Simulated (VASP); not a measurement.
# InAs in VASP: how settings move the PBE single point

Aim: see what changed inputs do to the PBE single point of InAs in the rocksalt structure. This is a trial cell built on a prototype, not taken from a measured structure, and it needn't be the compound's ground state.

Program: VASP 6.6.1. PAW datasets, plane waves. Computed, not measured; no magnetism was allowed, and the structure may never have been made.

## 1. The structure to begin with

The cell comes from an earlier relaxation with r2SCAN in another program.

Space group Fm-3m (No. 225), cubic; a = 5.683 Å in the conventional setting, 22.94 Å³ an atom. In has 6 As at 2.84 Å; As has 6 In at 2.84 Å.

As a file:

```cif
data_structure
_symmetry_space_group_name_H-M 'P 1'
_symmetry_Int_Tables_number 1
_cell_length_a 4.0184
_cell_length_b 4.0184
_cell_length_c 4.0184
_cell_angle_alpha 60.000
_cell_angle_beta 60.000
_cell_angle_gamma 60.000
_cell_volume 45.88
loop_
_atom_site_label
_atom_site_type_symbol
_atom_site_fract_x
_atom_site_fract_y
_atom_site_fract_z
_atom_site_occupancy
In1 In 0.00000 0.00000 0.00000 1
As1 As 0.50000 0.50000 0.50000 1
```

## 2. Reference

INCAR

```
ENCUT = 520.000000
SIGMA = 0.020000
EDIFF = 1.00e-07
GGA = PE
PREC = Accurate
IBRION = -1
ISIF = 2
ISMEAR = -1
NBANDS = 16
NELM = 120
NSW = 0
LASPH = .TRUE.
LCHARG = .TRUE.
LELF = .TRUE.
LWAVE = .FALSE.
LREAL = .FALSE.
```

KPOINTS

```
KPOINTS created by Atomic Simulation Environment
0
Gamma
8 8 8
0 0 0
```

POSCAR

```
In As
 1.0000000000000000
    -0.0000000000000000    2.8414336897063346    2.8414336897063346
     2.8414336897063346   -0.0000000000000000    2.8414336897063346
     2.8414336897063346    2.8414336897063346   -0.0000000000000000
 In  As
   1   1
Cartesian
 -0.0000000000000000 -0.0000000000000000 -0.0000000000000000
  2.8414336897063341  2.8414336897063341  2.8414336897063341
```

A file KPOINTS_OPT adds named points for the levels; it doesn't enter the self-consistent loop.

Potentials: the recommended PBE PAW datasets, 18 valence electrons.

Launch:

```console
$ mpirun -np 1 vasp_std
```

## 3. Altered input 1

INCAR

```
ENCUT = 520.000000
SIGMA = 0.020000
EDIFF = 1.00e-07
GGA = PE
PREC = Accurate
IBRION = -1
ISIF = 2
ISMEAR = -1
NBANDS = 16
NSW = 0
LASPH = .TRUE.
LCHARG = .FALSE.
LWAVE = .FALSE.
LREAL = .FALSE.
ALGO = Normal
NELM = 97
```

KPOINTS is that of step 2.

POSCAR is that of step 2.

## 4. Altered input 2

Edit INCAR of step 2 so:

```diff
@@ -9,8 +9,7 @@
 NBANDS = 16
-NELM = 120
 NSW = 0
 LASPH = .TRUE.
-LCHARG = .TRUE.
-LELF = .TRUE.
+LCHARG = .FALSE.
 LWAVE = .FALSE.
 LREAL = .FALSE.
+NELM = 52
```

KPOINTS is that of step 2.

POSCAR

```
In As
 1.0000000000000000
     2.8414340000000000   -0.0000000000000000    2.8414340000000000
    -0.0000000000000000    2.8414340000000000    2.8414340000000000
     2.8414340000000000    2.8414340000000000   -0.0000000000000000
 In  As
   1   1
Cartesian
 -0.0000000000000000 -0.0000000000000000 -0.0000000000000000
  2.8414339999999996  2.8414339999999996  2.8414339999999996
```

**Question.** What will these runs give? Wanted: for each run, changed; ending; energy change; pressure; electronic steps; usable.

As calculated:

| run | changed | ending | energy change (meV/atom) | pressure (GPa) | gap on the mesh (eV; negative: overlap) | electronic steps | time | usable |
| --- | --- | --- | --- | --- | --- | --- | --- | --- |
| ref. | – | converged | 0 | 2.5 | -2.70 | 14 | 12 s | yes |
| 1 | ALGO = Normal, NELM = 97 | converged | 0.0 | 2.5 | -2.70 | 14 | 10 s | yes |
| 2 | another POSCAR | refused | – | – | – | – | 0.4 s | no |

Of 2 altered inputs, 1 gave no result, 1 gave usable results.
